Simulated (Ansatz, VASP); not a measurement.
# Sb (linear Sb chain): VASP beside Ansatz

Aim: how closely do two programs agree when they are given the same cell, functional and k mesh? The structure shown is the end of the Ansatz relaxation below.

Method: plane waves, with VASP 6.6.1 beside it; single point at PBE, in Ansatz 0.2.0.

### 1. The structure

The cell holds 1 atom: 1 Sb. Cell: a = 7.500 Å, b = 7.500 Å, c = 2.736 Å, α = 90.0°, β = 90.0°, γ = 90.0°. Vacuum lies along a and b. The structure's axis is c.

### 2. Ansatz: relaxation, PBE

Ansatz runs on its default PAW (the set named soft_2) files.

This run makes the geometry at which the two programs are then compared.

input.yaml reads:

```yaml
crystal:
  lattice:
    - [7.5, 0.0, 0.0]
    - [0.0, 7.5, 0.0]
    - [0.0, 0.0, 2.5854]
  atoms:
    - { symbol: Sb, position: [0.5, 0.5, 0.0], spin: 0.3 }
magnetization:
  spin_polarized: true
kpoints:
  mp_grid: { grid: [1, 1, 31] }
scf:
  occupations: { method: fermi_dirac, width: 0.05 }
hamiltonian:
  xc: pbe
relax:
  cell: { fix: [a, b, alpha, beta, gamma] }
  max_steps: 60
```

Command:

```sh
$ ansatz run input.yaml --threads 4 --pin off --max-ram 8192MiB --backend cpu --events-out ev --progress --plain --runs-dir out
```

Numbers of over 12 decimals in the logs are rounded to 6 here.

The log of the run:

```text
Engine: ansatz 0.2.0, x86_64-unknown-linux-gnu
Pseudopotentials: kind: paw
Pseudopotential: Sb, paw, valence charge 15, recommended cutoff 420 eV (normal), Sb.paw.azcp
Functional definition: PBE
  parameter kappa = 0.804
  parameter beta = 0.066725
  exchange = pbe_x(kappa = kappa, mu = beta*pi^2/3)
  correlation = pbe_c(beta = beta)
Crystal: 1 atoms, lattice volume = 145.429 Å³
Basis set: ecut = 420 eV, 2857 PW (Γ), exchange–correlation on 108×108×36 points (8 copies of the dense FFT grid, shifted against one another)
Bands: 12, of which v1, the nominal top of the filled ones, is band 8 counted from 1 (7 counted from 0)
Symmetry: 16 space group operations
Space group: P4/mmm (ITA 123), of the structure as read, at distance tolerance 5.3e-5 Å
Magnetic group: BNS 123.339 (UNI 999), of the structure as read, at distance tolerance 5.3e-5 Å
k-points: 16 of 31
Non-local potential: Sb, projectors of the file, l = 0: 2, l = 1: 2, l = 2: 2, l = 3: 2
PAW form: soft (Blöchl's): semilocal exchange-correlation on the pseudo side does not see the compensation charge
PAW one-centre angular grid: Sb, 590 points (default); XC on 64 Gauss nodes
Initial density: superposition of atomic densities (neutral atoms: chi_scale 0, normalization atom)
Starting moments: Σ|m| = 0.3 μB on 1 of 1 site
Initial wavefunctions: pseudopotential atomic-orbital guess
Functional: x = pbe(κ = 0.804, μ = 0.219515), c = pbe(β = 0.066725)
iter 1 solved again at ethr=5.70e-4 eV; its pass at ethr=3.10e-3 eV (dr2=8.55e-2 eV) is discarded
SCF iter   1: F=—  HF=-6483.257763 eV  |F-HF|=—  |Δ(HF+E_count)|=         —  Δρ=7.73e-3 (↑7.73e-3 ↓7.70e-3)  dr2=8.87e-2  dr2_m=6.76e-2  M=0.050 μB ∫|m|=0.050 μB  β_m=0.30  ethr=5.70e-4  ⟨swp⟩=1.0  Hψ=3451  notcnv=0
preconditioner: auto → LDOS  [metal: Δε(μ)=0.086 eV  Ē_g=9.674 eV  σ=0.050 eV  W_gap=0.38  n_scr=12 (ndim 8)  ℏωp=6.9 eV  f_vac=0.630  D(μ)=1.06/eV (n_scr^D=4)]
spin=Collinear: LDOS preconditioning applied to the charge; magnetization (m = ρ↑ − ρ↓) channel mixes plain (no charge-response kernel on spin).
SCF iter   2: F=—  HF=-6483.244074 eV  |F-HF|=—  |Δ(HF+E_count)|=   1.37e-2  Δρ=5.54e-3 (↑5.31e-3 ↓5.54e-3)  dr2=4.33e-2  dr2_m=3.39e-2  M=0.041 μB ∫|m|=0.041 μB  β_m=0.30  ethr=5.70e-4  ⟨swp⟩=2.0  Hψ=482  notcnv=0
SCF iter   3: F=—  HF=-6483.231948 eV  |F-HF|=—  |Δ(HF+E_count)|=   1.21e-2  Δρ=3.85e-3 (↑3.40e-3 ↓3.85e-3)  dr2=2.22e-3  dr2_m=1.70e-2  M=0.034 μB ∫|m|=0.034 μB  β_m=0.30  ethr=2.89e-4  ⟨swp⟩=2.7  Hψ=645  notcnv=0
SCF iter   4: F=—  HF=-6483.234240 eV  |F-HF|=—  |Δ(HF+E_count)|=   2.29e-3  Δρ=2.56e-3 (↑2.52e-3 ↓2.56e-3)  dr2=6.69e-4  dr2_m=8.51e-3  M=0.029 μB ∫|m|=0.029 μB  β_m=0.30  ethr=1.48e-5  ⟨swp⟩=2.5  Hψ=686  notcnv=0
SCF iter   5: F=—  HF=-6483.235026 eV  |F-HF|=—  |Δ(HF+E_count)|=   7.86e-4  Δρ=1.85e-3 (↑1.85e-3 ↓1.74e-3)  dr2=3.38e-5  dr2_m=4.28e-3  M=0.025 μB ∫|m|=0.025 μB  β_m=0.30  ethr=4.46e-6  ⟨swp⟩=2.0  Hψ=586  notcnv=0
SCF iter   6: F=—  HF=-6483.235416 eV  |F-HF|=—  |Δ(HF+E_count)|=   3.90e-4  Δρ=1.28e-3 (↑1.27e-3 ↓1.28e-3)  dr2=6.51e-6  dr2_m=2.15e-3  M=0.021 μB ∫|m|=0.021 μB  β_m=0.30  ethr=2.25e-7  ⟨swp⟩=2.0  Hψ=626  notcnv=0
SCF iter   7: F=—  HF=-6483.235618 eV  |F-HF|=—  |Δ(HF+E_count)|=   2.02e-4  Δρ=9.11e-4 (↑8.97e-4 ↓9.11e-4)  dr2=1.99e-6  dr2_m=1.09e-3  M=0.018 μB ∫|m|=0.018 μB  β_m=0.30  ethr=4.34e-8  ⟨swp⟩=2.1  Hψ=456  notcnv=0
Mixer restart at iter 7: flushing history
spin-set hold released at iteration 7 (site moments contracting): the magnetisation degrees of freedom join the quasi-Newton model from the next iteration; the mixer history was flushed
SCF iter   8: F=—  HF=-6483.235728 eV  |F-HF|=—  |Δ(HF+E_count)|=   1.10e-4  Δρ=6.48e-4 (↑6.41e-4 ↓6.48e-4)  dr2=9.95e-7  dr2_m=5.53e-4  M=0.015 μB ∫|m|=0.015 μB  β_m=0.65  ethr=1.33e-8  ⟨swp⟩=2.3  Hψ=545  notcnv=0
SCF iter   9: F=—  HF=-6483.235883 eV  |F-HF|=—  |Δ(HF+E_count)|=   1.54e-4  Δρ=4.62e-5 (↑4.40e-5 ↓4.62e-5)  dr2=4.27e-8  dr2_m=2.70e-6  M=0.006 μB ∫|m|=0.006 μB  β_m=0.82  ethr=6.63e-9  ⟨swp⟩=3.1  Hψ=705  notcnv=0
SCF iter  10: F=—  HF=-6483.235909 eV  |F-HF|=—  |Δ(HF+E_count)|=   2.65e-5  Δρ=2.66e-5 (↑2.55e-5 ↓2.66e-5)  dr2=6.55e-9  dr2_m=9.02e-7  M=0.003 μB ∫|m|=0.003 μB  β_m=0.91  ethr=2.85e-10  ⟨swp⟩=5.1  Hψ=1328  notcnv=0
SCF iter  11: F=—  HF=-6483.235914 eV  |F-HF|=—  |Δ(HF+E_count)|=   4.94e-6  Δρ=1.94e-6 (↑1.85e-6 ↓1.94e-6)  dr2=4.54e-9  dr2_m=3.03e-9  M=0.000 μB ∫|m|=0.000 μB  β_m=0.89  ethr=4.37e-11  ⟨swp⟩=5.4  Hψ=1342  notcnv=0
SCF iter  12: F=—  HF=-6483.235914 eV  |F-HF|=—  |Δ(HF+E_count)|=   1.64e-8  Δρ=5.72e-7 (↑5.72e-7 ↓4.98e-7)  dr2=8.55e-10  dr2_m=1.52e-10  M=0.000 μB ∫|m|=0.000 μB  β_m=0.83  ethr=3.03e-11  ⟨swp⟩=4.0  Hψ=1073  notcnv=0
SCF iter  13: F=-6483.235914 eV  HF=-6483.235914 eV  |F-HF|=1.36e-11  |Δ(HF+E_count)|=  3.00e-10  Δρ=1.29e-7 (↑1.29e-7 ↓8.68e-8)  dr2=4.06e-11  dr2_m=9.26e-12  M=0.000 μB ∫|m|=0.000 μB  ethr=5.70e-12  ⟨swp⟩=3.0  Hψ=940  notcnv=0
[...]
the starting moments were not kept: the SCF closed with an absolute magnetisation of 1.0e-5 μB, where they sum to 0.3 μB in size (1 site). That is at most 0.1 of that sum. Measured as dr2_m measures the in/out step, that magnetisation stands 9.3e-12 eV from none, at or under the dr2_threshold of 1.0e-7 eV: it is no larger than a step whose dr2_m would equal this threshold.
SCF 3 converged in 7 iterations: F = -6483.310850 eV  dr2 = 2.34e-12
relax step   3: F+E_penalty+E_count = -6483.31084971 eV  Δ(F+E_penalty+E_count) = -1.204e-3 eV  max|allowed force component| = 0.000e0 eV/Å  Δτ_max = 0.0000 Å  P = +0.198 GPa  Ω = 153.273 Å³  energy of the carried Pulay correction = -3.650e-4 eV  fix = [a, b, alpha, beta, gamma]  reactions: a +0.217, b +0.217 GPa  (7 SCF iters, dr2 threshold 1.00e-7 eV, accepted)
[...]
relax step   4: F+E_penalty+E_count = -6483.31108776 eV  Δ(F+E_penalty+E_count) = -2.380e-4 eV  max|allowed force component| = 0.000e0 eV/Å  Δτ_max = 0.0000 Å  P = +0.136 GPa  Ω = 153.895 Å³  energy of the carried Pulay correction = -3.932e-4 eV  fix = [a, b, alpha, beta, gamma]  reactions: a +0.216, b +0.216 GPa  (7 SCF iters, dr2 threshold 6.37e-8 eV, accepted)
[...]
relax step   5: F+E_penalty+E_count = -6483.31134175 eV  Δ(F+E_penalty+E_count) = -2.540e-4 eV  max|allowed force component| = 0.000e0 eV/Å  Δτ_max = 0.0000 Å  P = +0.133 GPa  Ω = 153.895 Å³  fix = [a, b, alpha, beta, gamma]  reactions: a +0.215, b +0.215 GPa  stress off target by 3.01e-2 GPa on what of the cell is left free  SCF on the basis re-selected at this cell (its energy is not comparable with the rows above)  (6 SCF iters)
basis re-selected at this cell: Δ(F+E_penalty+E_count) = -2.540e-4 eV, ΔP = -0.003 GPa vs the last step (what re-selecting the basis moved, of the pressure what is left beyond the Pulay correction that the steps carried, after the strain that the cell walked since its last selection, with what the two solves' SCF thresholds leave and, on support functions, any second-order correction that the steps lacked; it is no measure of the basis error at this ecutwfc). The dense FFT grid was sized anew with the basis: this SCF ran on 54×54×20 points, the steps before it on 54×54×18, so part of this shift can come from that change (see relax.cell in the input reference). [rest of the remark cut]
SCF converged after 6 iterations
Magnetization: -0.0000 μB (7.5000 up, 7.5000 down)
Absolute magnetization: 0.0000 μB (∫|ρ↑−ρ↓|, with the PAW one-centre terms)
Spin contamination: 0.0000 ħ² per cell (⟨S²⟩ above its minimum at these occupations)
Per-site moments (μB) at R_I (Å): [(-7.978153583921348e-8, 1.128567)]
Free energy (F): -6483.311342 eV
Harris-Foulkes:  -6483.311342 eV  (|F-HF|=2.73e-12)
Internal energy: -6483.301071 eV  (E = F + TS)
E sigma→0 (E₀):  -6483.306206 eV
Entropy (-TS):   -0.010271 eV (-10.271 meV/atom)
Fermi energy:    -1.981673 eV
--- Per-component energies (eV) ---
  E_band       = -337.849709
  E_kinetic    = 205.616519
  E_local      = -3370.187168  (includes V_loc(G=0)·N_el)
  E_nonlocal   = 361.810820
  E_hartree    = 1526.312616
  E_xc         = -136.962619
  E_vxc        = -94.122459  (∫ρ·V_xc dr)
  E_paw        = -4574.854669  (= ΣΔE_a)
  E_vpaw       = -493.592624  (= ΣTr[D̂ρ^β])
  E_aug_tail   = -0.000002  (compensation charges beyond the density's cutoff)
  E_ewald      = -495.036568
  E_smearing   = -0.010271  (= −TS)
  E_closure    = 0.000000  (closes the sum)
  Σ components = -6483.311342   (vs F -6483.311342, Δ=0.00e0)
--- Forces (eV/Å), atoms counted from 1 ---
  atom   1  Sb     0.00000000     0.00000000     0.00000000
  max |Σ_I F_I| component: 1.01e-28 eV/Å
--- Stress (GPa, compression-positive) ---
        0.214795       0.000000       0.000000
        0.000000       0.214795       0.000000
        0.000000       0.000000      -0.030081
  P = ⅓ Tr σ = 0.1332 GPa (1.332 kbar)
--- Relaxed structure (4 steps of the walk, 4 accepted, 1 SCFs on fresh bases) ---
  F+E_penalty+E_count = -6483.31134175 eV   max|allowed force component| = 0.000e0 eV/Å   (the final SCF, on the basis selected at the relaxed cell)
  cell:  # Å, volume = 153.8955 Å³
    - [7.5, 0.0, 0.0]
    - [0.0, 7.5, 0.0]
    - [0.0, 0.0, 2.735919]
  atoms:
    - { symbol: Sb, position: [0.5, 0.5, 0.0] }
```

### 3. VASP: single point, PBE

The same cell, functional, mesh and smearing now go to VASP, with its own data sets.

Lines of VASP's logs that name or quote its potential files are left out, and so is its time.

INCAR reads:

```
SYSTEM = Sb
PREC = Accurate
ENCUT = 500
EDIFF = 1E-06
NELM = 200
ISMEAR = -1
SIGMA = 0.05
LREAL = .FALSE.
ALGO = Normal
GGA = PE
NBANDS = 9
ISPIN = 2
MAGMOM = -0
LORBIT = 11
LWAVE = .FALSE.
LCHARG = .FALSE.
ISIF = 2
LASPH = .TRUE.
GGA_COMPAT = .FALSE.
```

POSCAR reads:

```
Sb
1.0
    7.5000000000      0.0000000000      0.0000000000
    0.0000000000      7.5000000000      0.0000000000
    0.0000000000      0.0000000000      2.7359192806
Sb
1
Direct
    0.5000000000      0.5000000000      0.0000000000
```

KPOINTS reads:

```
Automatic mesh
0
Gamma
1 1 31
0 0 0
```

PAW data sets: Sb (PBE family, release 64).

Command:

```sh
$ mpirun -np 1 vasp_std
```

The log of the run:

```text
[banner, memory and clock lines left out]
running    1 mpi-ranks, on    1 nodes
 distrk:  each k-point on    1 cores,    1 groups
 distr:  one band on    1 cores,    1 groups

 POSCAR found type information on POSCAR Sb
 POSCAR found :  1 types and       1 ions
 LDA part: xc-table for (Slater+PW92), standard interpolation
 POSCAR, INCAR and KPOINTS ok, starting setup
 FFT: planning ... GRIDC
 FFT: planning ... GRID_SOFT
 FFT: planning ... GRID
 WAVECAR not read
 entering main loop
       N       E                     dE             d eps       ncg     rms          rms(c)
DAV:   1     0.178134768671E+02    0.17813E+02   -0.13165E+03   576   0.296E+02
DAV:   2    -0.191520612439E+01   -0.19729E+02   -0.15370E+02   692   0.489E+01
DAV:   3    -0.297560369119E+01   -0.10604E+01   -0.10294E+01   703   0.148E+01
DAV:   4    -0.299204038890E+01   -0.16437E-01   -0.16435E-01   696   0.236E+00
DAV:   5    -0.299255215061E+01   -0.51176E-03   -0.51176E-03   797   0.414E-01    0.173E+00
DAV:   6    -0.297011782474E+01    0.22434E-01   -0.15291E-02   659   0.485E-01    0.994E-01
DAV:   7    -0.295945346526E+01    0.10664E-01   -0.29268E-02   638   0.663E-01    0.103E-01
DAV:   8    -0.295928252654E+01    0.17094E-03   -0.11053E-03   610   0.198E-01    0.807E-02
DAV:   9    -0.295923749963E+01    0.45027E-04   -0.17003E-04   586   0.736E-02    0.563E-02
DAV:  10    -0.295938686500E+01   -0.14937E-03   -0.78487E-05   580   0.421E-02    0.348E-02
DAV:  11    -0.295944212778E+01   -0.55263E-04   -0.50244E-05   576   0.335E-02    0.333E-02
DAV:  12    -0.295950228823E+01   -0.60160E-04   -0.14492E-04   580   0.483E-02    0.154E-02
DAV:  13    -0.295950956518E+01   -0.72770E-05   -0.23339E-05   598   0.223E-02    0.284E-03
DAV:  14    -0.295951625894E+01   -0.66938E-05   -0.27283E-06   588   0.746E-03    0.100E-02
DAV:  15    -0.295951717260E+01   -0.91366E-06   -0.22683E-07   602   0.200E-03
   1 F= -.29595172E+01 E0= -.29542482E+01  d E =-.105379E-01  mag=     0.0000
```

OUTCAR, selected parts (step 3):

```text
ion  position               nearest neighbor table
   1  0.500  0.500  0.000-

  LATTYP: Found a simple tetragonal cell.
 ALAT       =     7.5000000000
 C/A-ratio  =     0.3647892374

 Subroutine GETGRP returns: Found 16 space group operations
 (whereof 16 operations were pure point group operations)

The static configuration has the point symmetry D_4h.

 Found     16 irreducible k-points:

   k-points           NKPTS =     16   k-points in BZ     NKDIM =     16   number of bands    NBANDS=      9

   dimension x,y,z NGX =    56 NGY =   56 NGZ =   20
   dimension x,y,z NGXF=   112 NGYF=  112 NGZF=   40

   ENCUT  =  500.0 eV  36.75 Ry    6.06 a.u.  13.67 13.67  4.99*2*pi/ulx,y,z

   NELECT =       5.0000    total number of electrons

 k-points in reciprocal lattice and weights: Automatic mesh
   0.00000000  0.00000000  0.00000000       0.032
   0.00000000  0.00000000  0.03225806       0.065
   0.00000000  0.00000000  0.06451613       0.065
   0.00000000  0.00000000  0.09677419       0.065
   0.00000000  0.00000000  0.12903226       0.065
   0.00000000  0.00000000  0.16129032       0.065
   0.00000000  0.00000000  0.19354839       0.065
   0.00000000  0.00000000  0.22580645       0.065
   0.00000000  0.00000000  0.25806452       0.065
[...]
0.00000000  0.00000000  0.45161290       0.065
   0.00000000  0.00000000  0.48387097       0.065

 average (electrostatic) potential at core
       1 -95.0617

 E-fermi :  -2.5307

 spin component 1
 k-point     1 :       0.0000    0.0000    0.0000
  band No.  band energies     occupation
      1     -12.8535      1.00000
      2      -4.1858      1.00000
      3      -4.1858      1.00000
      4       0.7307      0.00000
      5       2.1311      0.00000
      6       3.3312      0.00000
      7       4.0450      0.00000
      8       4.0450      0.00000
    ...

 k-point     2 :       0.0000    0.0000    0.0323
  band No.  band energies     occupation
      1     -12.8320      1.00000
      2      -4.1634      1.00000
      3      -4.1634      1.00000
      4       0.7508      0.00000
      5       2.1515      0.00000
      6       3.3510      0.00000
      7       4.0660      0.00000
      8       4.0660      0.00000
    ...

 k-point     3 :       0.0000    0.0000    0.0645
  band No.  band energies     occupation
      1     -12.7676      1.00000
      2      -4.0963      1.00000
      3      -4.0963      1.00000
      4       0.8112      0.00000
      5       2.2127      0.00000
      6       3.4104      0.00000
      7       4.1289      0.00000
      8       4.1289      0.00000
    ...

 k-point     4 :       0.0000    0.0000    0.0968
  band No.  band energies     occupation
      1     -12.6599      1.00000
      2      -3.9849      1.00000
      3      -3.9849      1.00000
      4       0.9114      0.00000
      5       2.3147      0.00000
      6       3.5095      0.00000
      7       4.2336      0.00000
      8       4.2336      0.00000
    ...

 k-point     5 :       0.0000    0.0000    0.1290
  band No.  band energies     occupation
      1     -12.5089      1.00000
      2      -3.8303      1.00000
      3      -3.8303      1.00000
      4       1.0500      0.00000
      5       2.4575      0.00000
      6       3.6481      0.00000
      7       3.6869      0.00000
      8       4.3796      0.00000
    ...

 k-point     6 :       0.0000    0.0000    0.1613
  band No.  band energies     occupation
      1     -12.3143      1.00000
      2      -3.6335      1.00000
      3      -3.6335      1.00000
      4       1.2197      0.00000
      5       2.6381      0.00000
      6       2.6411      0.00000
      7       3.8262      0.00000
      8       4.5662      0.00000
    ...

  Total        0.2077041      0.2077041     -0.0148176      0.0000000      0.0000000      0.0000000
  in kB        2.1623694      2.1623694     -0.1542636      0.0000000      0.0000000      0.0000000
  external PRESSURE =       1.3901584 kB  Pullay stress =       0.0000000 kB

  energy-cutoff  :      500.00
  volume of cell :      153.90
      direct lattice vectors                 reciprocal lattice vectors
     7.500000000  0.000000000  0.000000000     0.133333333  0.000000000  0.000000000
     0.000000000  7.500000000  0.000000000     0.000000000  0.133333333  0.000000000
     0.000000000  0.000000000  2.735919281     0.000000000  0.000000000  0.365507859

 POSITION                                       TOTAL-FORCE (eV/Angst)
 -----------------------------------------------------------------------------------
      3.75000      3.75000      0.00000         0.000000      0.000000      0.000000
 -----------------------------------------------------------------------------------
    total drift:                               -0.000000     -0.000000      0.000000

  FREE ENERGIE OF THE ION-ELECTRON SYSTEM (eV)
  ---------------------------------------------------
  free  energy   TOTEN  =        -2.9595171726 eV

  energy  without entropy=       -2.9489792877  energy(sigma->0) =       -2.95424823

 total charge
# of ion       s       p       d       tot
------------------------------------------
    1        1.223   1.136   0.023   2.382

 magnetization (x)
# of ion       s       p       d       tot
------------------------------------------
    1        0.000   0.000   0.000   0.000

[... 4 further parts left out ...]
```

This run allows spin, but its moments start at zero, where symmetry between the spins tends to hold them. Its electron count is odd, so without a moment it is a metal by construction.

### 4. Differences

Known differences besides the potentials themselves: the data sets hold 15 valence electrons in Ansatz (on its default PAW (the set named soft_2) files) and 5 in VASP; the cutoff is 420 eV in Ansatz and 500 eV in VASP; Ansatz's pressure holds a Pulay correction, VASP's none. Total energies have different zeros and are not compared.

Compared:

```
      quantity  Ansatz  VASP  difference
pressure (GPa)    0.13  0.14       -0.01
```

### 5. Summary of results

| Quantity | Value |
| --- | --- |
| difference in pressure (single point, PBE) | -0.0058 GPa |

**Reading.** The difference in pressure is -0.0058 GPa (single point, PBE), within the 1 GPa picked in this series as the mark of a large difference. The data sets hold unlike numbers of valence electrons (15 in Ansatz and 5 in VASP), so part of the differences comes from the potentials. 1 further run of this series is not shown here. How closely two codes agree says nothing of how well the functional describes the real material.

[Lines on the potential files, build, host, timing and source positions are cut from VASP's logs without a mark.]

[Logs are printed without paths, hosts, clocks, repeated set-up lines and the standing remarks that a program may print on its own settings, such as how far it seeks lower states.]

[Hosts, paths, dates, database ids (printed as entryN), source tags and the programs' standing remarks are cut or masked in the printed files.]
